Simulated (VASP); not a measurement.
# KI (Pm-3m) in VASP: a series of runs

The runs below take KI through band structure, optical spectrum, density of states, with PBEsol, TPSSh+D3, TB-mBJ.

Everything below comes from runs of VASP 6.6.1. Logs are shortened: lines on timing, memory, paths and dates and some standing lists are left out, and cuts for length are marked.

## 1. Starting point

The structure is cubic, space group Pm-3m (No. 221). Conventional cell: a = 4.291 Å, b = 4.291 Å, c = 4.291 Å, α = 90.00°, β = 90.00°, γ = 90.00°. I (site symmetry m-3m) is surrounded by 8 K at 3.72 Å. Around K (site symmetry m-3m) lie 8 I at 3.72 Å.

Measurements of this composition are mostly on another form, of space group No. 225.

## 2. Band structure, PBEsol

Contents of run.py:

```python
from ase import Atoms
from ase.calculators.vasp import Vasp
from ase.dft.bandgap import bandgap

atoms = Atoms(
    ['I', 'K'],
    cell=[[4.29119666, 0.0, 0.0], [0.0, 4.29119666, 0.0], [0.0, 0.0, 4.29119666]],
    scaled_positions=[[0.5, 0.5, 0.5], [0.0, 0.0, 0.0]],
    pbc=True,
)
calc = Vasp(
    directory='calc',
    xc='pbesol',
    pp='PBE',
    setups='recommended',
    prec='Accurate',
    encut=520,
    ediff=1e-06,
    ismear=-1,
    sigma=0.1,
    lreal=False,
    lasph=True,
    nelm=100,
    algo='Normal',
    isif=2,
    lwave=False,
    lcharg=True,
    kpts=[6, 6, 6],
    gamma=True,
    nbands=15,
)
atoms.calc = calc

print('energy (eV):', atoms.get_potential_energy())
print('free energy (eV):', atoms.get_potential_energy(force_consistent=True))
efermi = calc.get_fermi_level()
print('Fermi level (eV):', efermi)
path = atoms.cell.bandpath(npoints=40, eps=1e-4)
print('path:', path.path)
calc.set(kpts=path.kpts, reciprocal=True, icharg=11, isym=0, lcharg=False)
calc.calculate(atoms)
print('gap on the path (eV):', bandgap(calc, efermi=efermi)[0])
print('direct gap on the path (eV):', bandgap(calc, efermi=efermi, direct=True)[0])
```

Potentials or basis: VASP PAW PBE potentials, release 64 (I, K_sv).

Run with:

```
$ python run.py
```

The program printed:

```text
energy (eV): -5.72232029
free energy (eV): -5.7223203
Fermi level (eV): 2.51400852
path: GXMGRX,MR
gap on the path (eV): 3.1830000000000003
direct gap on the path (eV): 3.5500000000000003
```

OUTCAR:

```text
ENCUT = 520.000000
   EDIFF = 1.00e-06
   GGA = PS
   PREC = Accurate
   ICHARG = 11
   ISIF = 2
   ISMEAR = -1
   ISYM = 0
   NELM = 100
   LASPH = .TRUE.
   LREAL = .FALSE.

 ion  position               nearest neighbor table
   1  0.500  0.500  0.500-
   2  0.000  0.000  0.000-

IMPORTANT INFORMATION: All symmetrisations will be switched off!
NOSYMM: (Re-)initialisation of all symmetry stuff for point group C_1.

----------------------------------------------------------------------------------------

                                     Primitive cell

  volume of cell :      79.0197

  direct lattice vectors                    reciprocal lattice vectors
     4.291196660  0.000000000  0.000000000     0.233035230  0.000000000  0.000000000
     0.000000000  4.291196660  0.000000000     0.000000000  0.233035230  0.000000000
     0.000000000  0.000000000  4.291196660     0.000000000  0.000000000  0.233035230

  length of vectors
     4.291196660  4.291196660  4.291196660     0.233035230  0.233035230  0.233035230

  position of ions in fractional coordinates (direct lattice)
     0.500000000  0.500000000  0.500000000
     0.000000000  0.000000000  0.000000000

  ion indices of the primitive-cell ions
   primitive index   ion index
                 1           1
                 2           2

----------------------------------------------------------------------------------------

 KPOINTS: KPOINTS created by Atomic Simulation Env

Read explicit list of k-points.

 Found     40 k-points:

 Following reciprocal coordinates:
            Coordinates               Weight
[... 83 lines left out ...]
  ---------------------------------------------------
  ext. energy  EPLUGINS =         0.00000000
  ---------------------------------------------------
  free energy    TOTEN  =        -5.65592950 eV

  energy without entropy =       -5.65592943  energy(sigma->0) =       -5.65592947

 E-fermi :   2.4177     XC(G=0):  -7.8736

 val. band max:        0.7828058697   @ k =   0.5000   0.5000   0.0000
 cond. band min:       3.9657568142   @ k =   0.0000   0.0000   0.0000
 fundamental gap:      3.1829509445
 Fermi energy:         2.4177396860

 k-point     1 :       0.0000    0.0000    0.0000
  band No.  band energies     occupation
      1     -28.4014      2.00000
      2     -11.9179      2.00000
      3     -11.9179      2.00000
      4     -11.9179      2.00000
      5     -10.4168      2.00000
      6       0.4158      2.00000
      7       0.4158      2.00000
      8       0.4158      2.00000
      9       3.9658      0.00000
     10       5.4496      0.00000
     11       5.4496      0.00000
     12       9.1742      0.00000
     13       9.1742      0.00000
     14       9.1742      0.00000
[... 401 lines left out ...]
      2     -11.9843      2.00000
      3     -11.9832      2.00000
      4     -11.9832      2.00000
      5      -9.9099      2.00000
      6      -0.8692      2.00000
      7      -0.8692      2.00000
      8      -0.8569      2.00000
      9       6.1699      0.00000
     10       6.3295      0.00000
     11       6.3295      0.00000
     12       9.4494      0.00000
     13       9.5831      0.00000
     14       9.5831      0.00000
     15      10.2096      0.00000

 [... further k-points ...]

------------------------ aborting loop because EDIFF is reached ----------------------------------------

  FORCE on cell =-STRESS in cart. coord.  units (eV):
  Direction    XX          YY          ZZ          XY          YZ          ZX
  --------------------------------------------------------------------------------------
  -------------------------------------------------------------------------------------
  Total       -0.1129893     -1.2696059      1.5874967     -0.2930965     -0.0659523      0.0344044
  in kB       -2.2909353    -25.7421173     32.1875672     -5.9427297     -1.3372265      0.6975727
  external PRESSURE =       1.3848382 kB  Pullay stress =       0.0000000 kB

 VOLUME and BASIS-vectors are now :
 -----------------------------------------------------------------------------
  energy-cutoff  :      520.00
  volume of cell :       79.02
      direct lattice vectors                 reciprocal lattice vectors
     4.291196660  0.000000000  0.000000000     0.233035230  0.000000000  0.000000000
     0.000000000  4.291196660  0.000000000     0.000000000  0.233035230  0.000000000
     0.000000000  0.000000000  4.291196660     0.000000000  0.000000000  0.233035230

 POSITION                                       TOTAL-FORCE (eV/Angst)
 -----------------------------------------------------------------------------------
      2.14560      2.14560      2.14560         0.000002     -0.000001      0.000003
      0.00000      0.00000      0.00000        -0.000002      0.000001     -0.000003
 -----------------------------------------------------------------------------------
    total drift:                                0.000002      0.000003     -0.000002

  FREE ENERGIE OF THE ION-ELECTRON SYSTEM (eV)
  ---------------------------------------------------
  free  energy   TOTEN  =        -5.6559295028 eV

  energy  without entropy=       -5.6559294306  energy(sigma->0) =       -5.65592947
```

INCAR:

```text
ENCUT = 520.000000
SIGMA = 0.100000
EDIFF = 1.00e-06
ALGO = Normal
GGA = PS
PREC = Accurate
ICHARG = 11
ISIF = 2
ISMEAR = -1
ISYM = 0
NBANDS = 15
NELM = 100
LASPH = .TRUE.
LCHARG = .FALSE.
LWAVE = .FALSE.
LREAL = .FALSE.
```

It took 72 s on 1 thread of AMD EPYC 7R43 (Zen 3), shared host; peak memory 0.16 GiB.

What came out:

```yaml
Band_gap_along_the_path: 3.18 eV, indirect (least direct gap 3.55 eV)
```

Levels at the corners of the path, in eV from the Fermi level:
```tsv
point	band 6	band 7	band 8	band 9	band 10	band 11
Γ	-2.10	-2.10	-2.10	1.45	2.94	2.94
X	-4.06	-2.02	-2.02	3.61	4.37	5.23
M	-3.47	-3.47	-1.73	2.08	3.87	5.02
Γ	-2.10	-2.10	-2.10	1.45	2.94	2.94
R	-3.41	-3.41	-3.41	3.78	3.78	3.78
X	-4.06	-2.02	-2.02	3.61	4.37	5.23
M	-3.47	-3.47	-1.73	2.08	3.87	5.02
R	-3.41	-3.41	-3.41	3.78	3.78	3.78
```

Caveat: the log is that of the step along the path at fixed density, whose energy, stress, charges and moments have no meaning; the PAW data sets were made with another functional, which shifts forces and pressure a little; spin-orbit coupling is left out, which moves the levels of the heavy elements.

## 3. Optical spectrum, TPSSh+D3

Contents of POSCAR:

```
KI
1.0
    4.2911966600      0.0000000000      0.0000000000
    0.0000000000      4.2911966600      0.0000000000
    0.0000000000      0.0000000000      4.2911966600
I K
1 1
Direct
    0.5000000000      0.5000000000      0.5000000000
    0.0000000000      0.0000000000      0.0000000000
```

Contents of INCAR.step1:

```
SYSTEM = KI
  ALGO = Normal
  EDIFF = 1E-5
  ENCUT = 520
  GGA = PE
  ISIF = 2
  ISMEAR = -1
  LASPH = .True.
  LCHARG = .False.
  LREAL = .False.
  LWAVE = .True.
  NBANDS = 40
  NELM = 60
  PREC = Accurate
  SIGMA = 0.05
```

Contents of INCAR.step2:

```
SYSTEM = KI
  AEXX = 0.1
  ALGO = Normal
  CSHIFT = 0.05
  EDIFF = 1E-6
  ENCUT = 520
  HFRCUT = -1
  ISIF = 2
  ISMEAR = -1
  ISTART = 1
  IVDW = 11
  LASPH = .True.
  LCHARG = .False.
  LHFCALC = .True.
  LMIXTAU = .True.
  LOPTICS = .True.
  LREAL = .False.
  LWAVE = .False.
  METAGGA = TPSS
  NBANDS = 40
  NEDOS = 1000
  NELM = 60
  PREC = Accurate
  PRECFOCK = Fast
  SIGMA = 0.05
```

Contents of KPOINTS:

```
k-points
0
Gamma
  4 4 4
  0 0 0
```

Potentials or basis: VASP PAW PBE potentials, release 64 (I, K_sv).

Run with:

```
$ cat potpaw_PBE.64/I/POTCAR potpaw_PBE.64/K_sv/POTCAR > POTCAR
$ cp INCAR.step1 INCAR
$ mpirun -np 1 vasp_std > vasp.out
$ cp INCAR.step2 INCAR
$ mpirun -np 1 vasp_std > vasp.out
```

OUTCAR:

```text
SYSTEM = KI
   AEXX = 0.1
   EDIFF = 1E-6
   ENCUT = 520
   ISIF = 2
   ISMEAR = -1
   ISTART = 1
   IVDW = 11
   LASPH = .True.
   LHFCALC = .True.
   LREAL = .False.
   METAGGA = TPSS
   NELM = 60
   PREC = Accurate
   PRECFOCK = Fast
 IVDW          = 11

 ion  position               nearest neighbor table
   1  0.500  0.500  0.500-
   2  0.000  0.000  0.000-

  LATTYP: Found a simple cubic cell.
 ALAT       =     4.2911966600

[... 457 lines left out ...]
     0.00000    -0.00000    -0.00000    -0.00000     0.00000     0.00000    -0.00000
     0.73541     0.00000     0.00000     0.00000    -0.00000    -0.00000    -0.00000
     1.47081     0.00000     0.00000     0.00000    -0.00000    -0.00000     0.00000
     2.20622     0.00000     0.00000     0.00000    -0.00000    -0.00000    -0.00000
     2.94162     0.00000     0.00000     0.00000    -0.00000    -0.00000     0.00000
     3.67703     0.00000     0.00000     0.00000    -0.00000    -0.00000     0.00000
[... 92 lines left out ...]
    72.06978     0.00000     0.00000     0.00000    -0.00000    -0.00000     0.00000
    72.80518     0.00000     0.00000     0.00000    -0.00000    -0.00000     0.00000

  frequency dependent      REAL DIELECTRIC FUNCTION (independent particle, no local field effects) density-density
     E(ev)        X           Y           Z          XY          YZ          ZX
  --------------------------------------------------------------------------------------------------------------
     0.00000     3.31502     3.31502     3.31502     0.00000     0.00000    -0.00000
     0.73541     3.33623     3.33623     3.33623     0.00000     0.00000    -0.00000
     1.47081     3.40310     3.40310     3.40310     0.00000     0.00000    -0.00000
     2.20622     3.52688     3.52688     3.52688     0.00000     0.00000    -0.00000
     2.94162     3.73391     3.73391     3.73391     0.00000     0.00000    -0.00000
     3.67703     4.09330     4.09330     4.09330     0.00000    -0.00000    -0.00000
[... 92 lines left out ...]
    72.06978     0.94410     0.94410     0.94410    -0.00000    -0.00000    -0.00000
    72.80518     0.94532     0.94532     0.94532    -0.00000    -0.00000    -0.00000

  frequency dependent IMAGINARY DIELECTRIC FUNCTION (independent particle, no local field effects) current-current
     E(ev)      X         Y         Z        XY        YZ        ZX
  --------------------------------------------------------------------------------------------------------------
     0.00000     0.00000     0.00000     0.00000     0.00000     0.00000     0.00000
     0.73541     0.00000     0.00000     0.00000    -0.00000     0.00000    -0.00000
     1.47081     0.00000     0.00000     0.00000     0.00000     0.00000     0.00000
     2.20622     0.00000     0.00000     0.00000     0.00000     0.00000     0.00000
     2.94162     0.00000     0.00000     0.00000     0.00000     0.00000     0.00000
     3.67703     0.00000     0.00000     0.00000     0.00000     0.00000     0.00000
[... 92 lines left out ...]
    72.06978     0.00000     0.00000     0.00000     0.00000     0.00000     0.00000
    72.80518     0.00000     0.00000     0.00000     0.00000     0.00000     0.00000

  frequency dependent      REAL DIELECTRIC FUNCTION (independent particle, no local field effects) current-current
     E(ev)        X           Y           Z          XY          YZ          ZX
  --------------------------------------------------------------------------------------------------------------
     0.00000     3.31644     3.31644     3.31644    -0.00000    -0.00000    -0.00000
     0.73541     3.33747     3.33747     3.33747    -0.00000    -0.00000    -0.00000
     1.47081     3.40443     3.40443     3.40443    -0.00000    -0.00000    -0.00000
     2.20622     3.52838     3.52838     3.52838    -0.00000    -0.00000    -0.00000
     2.94162     3.73574     3.73574     3.73574    -0.00000    -0.00000    -0.00000
     3.67703     4.09592     4.09592     4.09592    -0.00000    -0.00000    -0.00000
[... 92 lines left out ...]
    72.06978     0.94410     0.94410     0.94410     0.00000     0.00000     0.00000
    72.80518     0.94531     0.94531     0.94531     0.00000     0.00000     0.00000
```

It took 21 min on 1 thread of AMD EPYC 7R43 (Zen 3), shared host; peak memory 0.19 GiB.

Results:

```yaml
Free_energy: -19.6007 eV
Pressure: 0.6 GPa
Band_gap_on_the_k_mesh: 4.29 eV, indirect (least direct gap 4.67 eV)
Dispersion_energy_per_atom: -0.334 eV
```

Dielectric function (mean over the directions given):
```tsv
energy (eV)	real part	imaginary part
0.29	3.32	0.00
1.32	3.39	0.00
2.35	3.56	0.00
3.38	3.92	0.00
4.41	5.03	0.05
5.44	7.40	0.39
6.47	5.76	4.83
7.50	1.55	0.63
8.53	1.19	4.15
9.56	-0.10	1.71
10.59	-1.93	1.89
11.62	-0.31	1.56
12.65	0.09	0.50
13.68	-0.11	0.07
14.71	0.25	0.22
15.74	0.56	0.09
16.77	1.02	0.48
17.80	0.93	0.37
18.83	0.99	0.39
19.93	1.00	0.42
```

Caveat: spectra need much finer meshes, so this one isn't converged; independent-particle spectra lack excitons; the PAW data sets were made with another functional, which shifts forces and pressure a little; spin-orbit coupling is left out, which moves the levels of the heavy elements.

(Continued in part 2 of 2.)
